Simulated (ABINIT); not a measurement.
# CdS (Greenockite): one start, several treatments of the self-energy

How much does the gap of CdS (Greenockite) depend on the approximation to the self-energy?

Calculated with ABINIT 10.8.3; PBE and many-body steps on it, plane waves.

The database entry behind the starting cell differs from later determinations by our own check (about 0.35 % long), so it need not match the best structure at ambient conditions.

### 1. The starting structure

The structure is hexagonal, space group P6_3mc (No. 186). Conventional cell: a = 4.150 Å, b = 4.150 Å, c = 6.737 Å, α = 90.00°, β = 90.00°, γ = 120.00°. Cd has 4 S at 2.53 to 2.54 Å nearest. Nearest to S lie 4 Cd at 2.53 to 2.54 Å. Farther neighbours and most contacts between anions are not listed.

The cell and positions come from the Crystallography Open Database and are kept as given unless a step says otherwise.

### 2. Empty states on the mesh, 3×3×2 mesh, 181 bands

This step: ABINIT 10.8.3; DFT, PBE, plane waves, norm-conserving pseudopotentials.

The sums over transitions need many empty states on a uniform mesh; this step solves for them.

Contents of run.abi:

```
acell 3*1.0 Angstrom
rprim 
  4.149999999997 0.000000000001 0.000000000000
  -2.074999999999 3.594005425702 0.000000000000
  0.000000000000 0.000000000000 6.737000000000
ntypat 2
znucl 48 16
natom 4
typat 1 1 2 2
xred 
  0.333333333333 0.666666666667 0.000000000000
  0.666666666667 0.333333333333 0.500000000000
  0.333333333333 0.666666666667 0.375000000000
  0.666666666667 0.333333333333 0.875000000000
pp_dirpath "pseudos"
pseudos "Cd.upf, S.upf"
ecut 47
ngkpt 3 3 2
nshiftk 1
shiftk 0 0 0
kptopt 1
chksymbreak 0
iscf -2
irdden 1
istwfk *1
nband 181
nbdbuf 16
tolwfr 1e-09
nstep 60
prtvol 0
indata_prefix "in"
outdata_prefix "out"
tmpdata_prefix "tmp"
```

On the command line:

```
> OMP_NUM_THREADS=1 mpirun -n 4 abinit run.abi > log
```

Numbers of over 12 decimals in the logs are rounded to 6 here.

The log of the run:

```text
.Version 10.8.3 of ABINIT. v10.8.2 released Aug 2026.

 Symmetries : space group P6_3 m c (#186); Bravais hP (primitive hexag.)
[... echo of the input left out ...]
== DATASET  1 ==================================================================
-   mpi_nproc: 4, omp_nthreads: 1 (-1 if OMP is not activated)

--- !DatasetInfo
iteration_state: {dtset: 1, }
dimensions: {natom: 4, nkpt: 6, mband: 181, nsppol: 1, nspinor: 1, nspden: 1, mpw: 10458, }
cutoff_energies: {ecut:  47.0, pawecutdg:  -1.0, }
[...]
2.51867    2.57043    2.57043    2.57528    2.57615    2.57668    2.57668    2.64692
   2.66863    2.69688    2.69689    2.70042    2.72274    2.72280    2.74061    2.74083
   2.75403    2.76339    2.76344    2.77884    2.78103
 prteigrs : prtvol=0 or 1, do not print more k-points.

== END DATASET(S) ==============================================================
================================================================================

 -outvars: echo values of variables after computation  --------
            nband         181
             nkpt           6
          spgroup         186
 [... the other variables as echoed above ...]

 Calculation completed.
```

The job ended after 4.4 min (4 MPI ranks of Intel Xeon 6975P-C (Granite Rapids), shared host; peak memory 0.59 GiB; 18 min of CPU time).

Numbers from this step:

* gap: 1.196 eV
* k of the valence top: 0, 0, 0
* k of the conduction bottom: 0, 0, 0
* least direct gap: 1.196 eV
* k points computed: 6
* lowest point of the top converged band, above the valence top: 65.1854 eV

On this mesh the gap is 1.196 eV.

The density comes from a self-consistent run that is not shown.

### 3. Screening, 3×3×2 mesh, 165 bands, screening to 152.4 eV

The RPA dielectric matrix is built and inverted for each q.

This step: RPA screening on PBE, plane waves, norm-conserving pseudopotentials.

run.abi, as its differences from that of step 2:

```diff
@@ -22,10 +22,11 @@
 chksymbreak 0
-iscf -2
-irdden 1
 istwfk *1
-nband 181
-nbdbuf 16
-tolwfr 1e-09
-nstep 60
-prtvol 0
+occopt 1
+irdwfk 1
+optdriver 3
+nband 165
+ecuteps 5.6
+inclvkb 2
+awtr 1
+symchi 1
 indata_prefix "in"
```

The log of the run:

```text
.Version 10.8.3 of ABINIT. v10.8.2 released Aug 2026.

 Symmetries : space group P6_3 m c (#186); Bravais hP (primitive hexag.)
[... echo of the input left out ...]
== DATASET  1 ==================================================================
-   mpi_nproc: 4, omp_nthreads: 1 (-1 if OMP is not activated)

--- !DatasetInfo
iteration_state: {dtset: 1, }
dimensions: {natom: 4, nkpt: 6, mband: 165, nsppol: 1, nspinor: 1, nspden: 1, mpw: 10458, }
cutoff_energies: {ecut:  47.0, pawecutdg:  -1.0, }
electrons: {nelect:   5.20000000E+01, charge:   0.00000000E+00, occopt:   1.00000000E+00, tsmear:   1.00000000E-02, }

 SCREENING: Calculation of the susceptibility and dielectric matrices

 Based on a program developped by R.W. Godby, V. Olevano, G. Onida, and L. Reining.
 Incorporated in ABINIT by V. Olevano, G.-M. Rignanese, and M. Torrent.
.Using double precision arithmetic ; gwpc =  8

[... cell and pseudopotentials left out ...]
--------------------------------------------------------------------------------

 ==== K-mesh for the wavefunctions ====
 Number of points in the irreducible wedge :     6
[... list of points left out ...]
 Together with 12 symmetry operations and time-reversal symmetry
 yields    18 points in the full Brillouin Zone.

 ==== Q-mesh for the screening function ====
 Number of points in the irreducible wedge :     6
[... list of points left out ...]
 Together with 12 symmetry operations and time-reversal symmetry
 yields    18 points in the full Brillouin Zone.

 setmesh: FFT mesh size selected  =    30x   30x   54
          total number of points  =        48600

 vcoul_init : cutoff-mode = AUXILIARY_FUNCTION
 q-points for optical limit:   1
     1)      0.000010    0.000020    0.000030

- screening: taking advantage of time-reversal symmetry
- Maximum band index for partially occupied states nbvw = 26
- Remaining bands to be divided among processors   nbcw = 139
- Number of bands treated by each node ~34

 Number of electrons calculated from density =   52.0000; Expected =   52.0000
 average of density, n =  0.076686
 r_s =    1.4602
 omega_plasma =   26.7124 [eV]

 calculating chi0 at frequencies [eV] :
  1    0.000000E+00    0.000000E+00
  2    0.000000E+00    2.671236E+01

--------------------------------------------------------------------------------
  q-point number  1        q = ( 0.000000, 0.000000, 0.000000) [r.l.u.]
--------------------------------------------------------------------------------
[... chi0 elements left out ...]
 For q-point:  0.000010 0.000020 0.000030
  dielectric constant =  13.4738
  dielectric constant without local fields =  14.2708

  Average fulfillment of the sum rule on Im[epsilon] for q-point    1 :     59.70  [%]
[... wings left out ...]
  q-point number  2        q = ( 0.333333, 0.000000, 0.000000) [r.l.u.]
--------------------------------------------------------------------------------
[... chi0 elements left out ...]
  Average fulfillment of the sum rule on Im[epsilon] for q-point    2 :     64.44  [%]

 [... 4 further q-points ...]
```

Wall time 2.2 min (4 MPI ranks); peak memory 1.8 GiB.

Numbers from this step:

```
ε∞ with local fields, on this mesh, along the program's q direction : 13.47
the same without local fields                                       : 14.27
plasma frequency                                                    : 26.71 eV
plane waves in the screening matrix                                 : 403
```

Local fields lower ε∞ by 6 %. On a Γ-centred mesh this coarse the value itself is usually too large, while a short band sum pulls it down.

### 4. G0W0, Godby-Needs plasmon pole

The self-energy is evaluated for the states that the input lists, and the levels follow from it, in one-shot runs by the linearised quasiparticle equation.

This step: G0W0 on PBE, plane waves, norm-conserving pseudopotentials.

run.abi, as its differences from that of step 3:

```diff
@@ -25,8 +25,15 @@
 irdwfk 1
-optdriver 3
+optdriver 4
 nband 165
+gwcalctyp 0
+ecutsigx 47
+symsigma 1
+nkptgw 1
+kptgw 
+  0.0000000000 0.0000000000 0.0000000000
+bdgw 
+  25 28
 ecuteps 5.6
-inclvkb 2
-awtr 1
-symchi 1
+irdscr 1
+ppmodel 1
 indata_prefix "in"
```

The log of the run:

```text
.Version 10.8.3 of ABINIT. v10.8.2 released Aug 2026.

 Symmetries : space group P6_3 m c (#186); Bravais hP (primitive hexag.)
[... echo of the input left out ...]
== DATASET  1 ==================================================================
-   mpi_nproc: 4, omp_nthreads: 1 (-1 if OMP is not activated)

--- !DatasetInfo
iteration_state: {dtset: 1, }
dimensions: {natom: 4, nkpt: 6, mband: 165, nsppol: 1, nspinor: 1, nspden: 1, mpw: 10458, }
cutoff_energies: {ecut:  47.0, pawecutdg:  -1.0, }
electrons: {nelect:   5.20000000E+01, charge:   0.00000000E+00, occopt:   1.00000000E+00, tsmear:   1.00000000E-02, }

 SIGMA: Calculation of the GW corrections

 Based on a program developped by R.W. Godby, V. Olevano, G. Onida, and L. Reining.
 Incorporated in ABINIT by V. Olevano, G.-M. Rignanese, and M. Torrent.
.Using double precision arithmetic ; gwpc =  8

[... cell and pseudopotentials left out ...]
--------------------------------------------------------------------------------

 ==== K-mesh for the wavefunctions ====
 Number of points in the irreducible wedge :     6
[... list of points left out ...]
 Together with 12 symmetry operations and time-reversal symmetry
 yields    18 points in the full Brillouin Zone.

 ==== Q-mesh for screening function ====
 Number of points in the irreducible wedge :     6
[... list of points left out ...]
 Together with 12 symmetry operations and time-reversal symmetry
 yields    18 points in the full Brillouin Zone.

 vcoul_init : cutoff-mode = AUXILIARY_FUNCTION
 q-points for optical limit:   1
     1)      0.000010    0.000020    0.000030
 setmesh: FFT mesh size selected  =    45x   45x   80
          total number of points  =       162000

 Number of electrons calculated from density =   52.0000; Expected =   52.0000
 average of density, n =  0.076686
 r_s =    1.4602
 omega_plasma =   26.7124 [eV]

 === KS Band Gaps ===
  >>>> For spin  1
   Minimum direct gap =   1.1956 [eV], located at k-point      :   0.0000  0.0000  0.0000
   Fundamental gap    =   1.1956 [eV], Top of valence bands at :   0.0000  0.0000  0.0000
                                       Bottom of conduction at :   0.0000  0.0000  0.0000
 SIGMA fundamental parameters:
 PLASMON POLE MODEL  1
 number of plane-waves for SigmaX                10383
 number of plane-waves for SigmaC and W            403
 number of plane-waves for wavefunctions         10383
 number of bands                                   165
 number of independent spin polarizations            1
 number of spinorial components                      1
 number of k-points in IBZ                           6
 number of q-points in IBZ                           6
 number of symmetry operations                      12
 number of k-points in BZ                           18
 number of q-points in BZ                           18
 number of frequencies for dSigma/dE                 9
 frequency step for dSigma/dE [eV]                0.25
 number of omega for Sigma on real axis              0
 max omega for Sigma on real axis  [eV]           0.00
 zcut for avoiding poles [eV]                     0.10

 EPSILON^-1 parameters (SCR file):
 dimension of the eps^-1 matrix on file            403
 dimension of the eps^-1 matrix used               403
 number of plane-waves for wavefunctions         10383
 number of bands                                   165
 number of q-points in IBZ                           6
 number of frequencies                               2
 number of real frequencies                          1
 number of imag frequencies                          1

 matrix elements of self-energy operator (all in [eV])

 Perturbative Calculation

--- !SelfEnergy_ee
iteration_state: {dtset: 1, }
kpoint     : [   0.000,    0.000,    0.000, ]
spin       : 1
KS_gap     :    1.196
QP_gap     :    2.035
Delta_QP_KS:    0.840
data: !SigmaeeData |
     Band     E0 <VxcDFT>   SigX SigC(E0)      Z dSigC/dE  Sig(E)    E-E0       E
       25   4.218 -15.295 -18.267   2.344   0.779  -0.284 -15.784  -0.489   3.729
       26   4.218 -15.295 -18.267   2.344   0.779  -0.284 -15.784  -0.489   3.729
       27   5.414 -10.655  -6.560  -3.663   0.813  -0.230 -10.304   0.351   5.765
       28   7.010 -11.001  -6.530  -3.889   0.814  -0.228 -10.527   0.475   7.485

== END DATASET(S) ==============================================================
================================================================================

 -outvars: echo values of variables after computation  --------
           etotal      0.0000000000E+00
            nband         165
             nkpt           6
          spgroup         186
 [... the other variables as echoed above ...]

 Calculation completed.
```

Run time: 13 s. Hardware: 4 MPI ranks; peak memory 1.5 GiB.

Numbers from this step:

| Property | Result |
| --- | --- |
| G0W0 gap on the points computed | 2.036 eV |
| starting gap on the mesh | 1.196 eV |
| k of the valence top | 0, 0, 0 |
| k of the conduction bottom | 0, 0, 0 |
| Z at the valence top | 0.779 |
| Z at the conduction bottom | 0.813 |
| least direct G0W0 gap on the computed points | 2.036 eV |

The gap on the mesh goes from 1.20 eV to 2.04 eV, a correction of +0.84 eV.

### 5. G0W0, Hybertsen-Louie plasmon pole

run.abi, as its differences from that of step 4:

```diff
@@ -37,3 +37,3 @@
 irdscr 1
-ppmodel 1
+ppmodel 2
 indata_prefix "in"
```

The log of the run:

```text
.Version 10.8.3 of ABINIT. v10.8.2 released Aug 2026.

 Symmetries : space group P6_3 m c (#186); Bravais hP (primitive hexag.)
[... echo of the input left out ...]
== DATASET  1 ==================================================================
-   mpi_nproc: 4, omp_nthreads: 1 (-1 if OMP is not activated)

--- !DatasetInfo
iteration_state: {dtset: 1, }
dimensions: {natom: 4, nkpt: 6, mband: 165, nsppol: 1, nspinor: 1, nspden: 1, mpw: 10458, }
cutoff_energies: {ecut:  47.0, pawecutdg:  -1.0, }
electrons: {nelect:   5.20000000E+01, charge:   0.00000000E+00, occopt:   1.00000000E+00, tsmear:   1.00000000E-02, }

 SIGMA: Calculation of the GW corrections

 Based on a program developped by R.W. Godby, V. Olevano, G. Onida, and L. Reining.
 Incorporated in ABINIT by V. Olevano, G.-M. Rignanese, and M. Torrent.
.Using double precision arithmetic ; gwpc =  8

[... cell and pseudopotentials left out ...]
--------------------------------------------------------------------------------

 ==== K-mesh for the wavefunctions ====
 Number of points in the irreducible wedge :     6
[... list of points left out ...]
 Together with 12 symmetry operations and time-reversal symmetry
 yields    18 points in the full Brillouin Zone.

 ==== Q-mesh for screening function ====
 Number of points in the irreducible wedge :     6
[... list of points left out ...]
 Together with 12 symmetry operations and time-reversal symmetry
 yields    18 points in the full Brillouin Zone.

 vcoul_init : cutoff-mode = AUXILIARY_FUNCTION
 q-points for optical limit:   1
     1)      0.000010    0.000020    0.000030
 setmesh: FFT mesh size selected  =    45x   45x   80
          total number of points  =       162000

 Number of electrons calculated from density =   52.0000; Expected =   52.0000
[...]
number of k-points in IBZ                           6
 number of q-points in IBZ                           6
 number of symmetry operations                      12
 number of k-points in BZ                           18
 number of q-points in BZ                           18
 number of frequencies for dSigma/dE                 9
 frequency step for dSigma/dE [eV]                0.25
 number of omega for Sigma on real axis              0
 max omega for Sigma on real axis  [eV]           0.00
 zcut for avoiding poles [eV]                     0.10

 EPSILON^-1 parameters (SCR file):
 dimension of the eps^-1 matrix on file            403
 dimension of the eps^-1 matrix used               403
 number of plane-waves for wavefunctions         10383
 number of bands                                   165
 number of q-points in IBZ                           6
 number of frequencies                               2
 number of real frequencies                          1
 number of imag frequencies                          1

 matrix elements of self-energy operator (all in [eV])

 Perturbative Calculation

--- !SelfEnergy_ee
iteration_state: {dtset: 1, }
kpoint     : [   0.000,    0.000,    0.000, ]
spin       : 1
KS_gap     :    1.196
QP_gap     :    2.184
Delta_QP_KS:    0.988
data: !SigmaeeData |
     Band     E0 <VxcDFT>   SigX SigC(E0)      Z dSigC/dE  Sig(E)    E-E0       E
       25   4.218 -15.295 -18.267   1.864   0.851  -0.175 -16.238  -0.943   3.275
       26   4.218 -15.295 -18.267   1.864   0.851  -0.175 -16.238  -0.943   3.275
       27   5.414 -10.655  -6.560  -4.043   0.865  -0.156 -10.610   0.045   5.459
       28   7.010 -11.001  -6.530  -4.211   0.862  -0.160 -10.777   0.224   7.235

== END DATASET(S) ==============================================================
================================================================================

 -outvars: echo values of variables after computation  --------
           etotal      0.0000000000E+00
            nband         165
             nkpt           6
          spgroup         186
 [... the other variables as echoed above ...]

 Calculation completed.
```

Elapsed: 12 s, on 4 MPI ranks; peak memory 1.3 GiB; 48 s of CPU time.

This step gave:

- G0W0 gap on the points computed: 2.184 eV
- starting gap on the mesh: 1.196 eV
- k of the valence top: 0, 0, 0
- k of the conduction bottom: 0, 0, 0
- Z at the valence top: 0.851
- Z at the conduction bottom: 0.865
- least direct G0W0 gap on the computed points: 2.184 eV

Against G0W0 in ABINIT (3×3×2 mesh, 165 bands, screening to 152.4 eV, Godby-Needs plasmon pole), the gap moves by +0.148 eV.

### 6. G0W0, von der Linden-Horsch plasmon pole

run.abi, as its differences from that of step 5:

```diff
@@ -37,3 +37,3 @@
 irdscr 1
-ppmodel 2
+ppmodel 3
 indata_prefix "in"
```

The log of the run:

```text
.Version 10.8.3 of ABINIT. v10.8.2 released Aug 2026.

 Symmetries : space group P6_3 m c (#186); Bravais hP (primitive hexag.)
[... echo of the input left out ...]
== DATASET  1 ==================================================================
-   mpi_nproc: 4, omp_nthreads: 1 (-1 if OMP is not activated)

--- !DatasetInfo
iteration_state: {dtset: 1, }
dimensions: {natom: 4, nkpt: 6, mband: 165, nsppol: 1, nspinor: 1, nspden: 1, mpw: 10458, }
cutoff_energies: {ecut:  47.0, pawecutdg:  -1.0, }
[...]
26   4.218 -15.295 -18.267   1.976   0.844  -0.185 -16.136  -0.841   3.378
       27   5.414 -10.655  -6.560  -4.127   0.873  -0.146 -10.683  -0.028   5.386
       28   7.010 -11.001  -6.530  -4.287   0.874  -0.145 -10.840   0.161   7.171

== END DATASET(S) ==============================================================
================================================================================

 -outvars: echo values of variables after computation  --------
           etotal      0.0000000000E+00
            nband         165
             nkpt           6
          spgroup         186
 [... the other variables as echoed above ...]

 Calculation completed.
```

It took 12 s on 4 MPI ranks; peak memory 1.2 GiB; 47 s of CPU time.

Numbers from this step:

| Property | Result |
| --- | --- |
| G0W0 gap on the points computed | 2.008 eV |
| starting gap on the mesh | 1.196 eV |
| k of the valence top | 0, 0, 0 |
| k of the conduction bottom | 0, 0, 0 |
| least direct G0W0 gap on the computed points | 2.008 eV |

Against G0W0 in ABINIT (3×3×2 mesh, 165 bands, screening to 152.4 eV, Godby-Needs plasmon pole), the gap moves by −0.028 eV.

### 7. G0W0, Engel-Farid plasmon pole

run.abi, as its differences from that of step 6:

```diff
@@ -37,3 +37,3 @@
 irdscr 1
-ppmodel 3
+ppmodel 4
 indata_prefix "in"
```

The log of the run:

```text
.Version 10.8.3 of ABINIT. v10.8.2 released Aug 2026.

 Symmetries : space group P6_3 m c (#186); Bravais hP (primitive hexag.)
[... echo of the input left out ...]
== DATASET  1 ==================================================================
-   mpi_nproc: 4, omp_nthreads: 1 (-1 if OMP is not activated)

--- !DatasetInfo
iteration_state: {dtset: 1, }
dimensions: {natom: 4, nkpt: 6, mband: 165, nsppol: 1, nspinor: 1, nspden: 1, mpw: 10458, }
cutoff_energies: {ecut:  47.0, pawecutdg:  -1.0, }
[...]
26   4.218 -15.295 -18.267   2.201   0.789  -0.268 -15.904  -0.609   3.610
       27   5.414 -10.655  -6.560  -3.878   0.820  -0.219 -10.477   0.178   5.591
       28   7.010 -11.001  -6.530  -4.038   0.820  -0.220 -10.646   0.355   7.365

== END DATASET(S) ==============================================================
================================================================================

 -outvars: echo values of variables after computation  --------
           etotal      0.0000000000E+00
            nband         165
             nkpt           6
          spgroup         186
 [... the other variables as echoed above ...]

 Calculation completed.
```

Wall time 11 s (4 MPI ranks); peak memory 1.3 GiB; 42 s of CPU time.

Numbers from this step:

```
G0W0 gap on the points computed              : 1.981 eV
starting gap on the mesh                     : 1.196 eV
k of the valence top                         : 0, 0, 0
k of the conduction bottom                   : 0, 0, 0
least direct G0W0 gap on the computed points : 1.981 eV
```

Against G0W0 in ABINIT (3×3×2 mesh, 165 bands, screening to 152.4 eV, Godby-Needs plasmon pole), the gap moves by −0.055 eV.

[end of part 1 of 2]

[Paths, hosts, dates, memory and timing lines, banners, echoed tables and standing remarks are left out of the program output.]

[Logs are printed without paths, hosts, clocks, repeated set-up lines and the standing remarks that a program may print on its own settings, such as how far it seeks lower states.]

[Runs of the session that timed out or met a known fault of the program may be left out.]

[Hosts, paths, dates, database ids (printed as entryN), source tags and the programs' standing remarks are cut or masked in the printed files.]

[G0W0 gaps are taken among the corrected bands and points alone; a level outside them can change the order at an edge.]

[Where Ansatz stands beside ABINIT at settings called matched, ABINIT's density can come from a denser mesh and the files from another edition; pairs whose starting gaps differed by over 0.03 eV were left out, so agreement reads better than it is.]
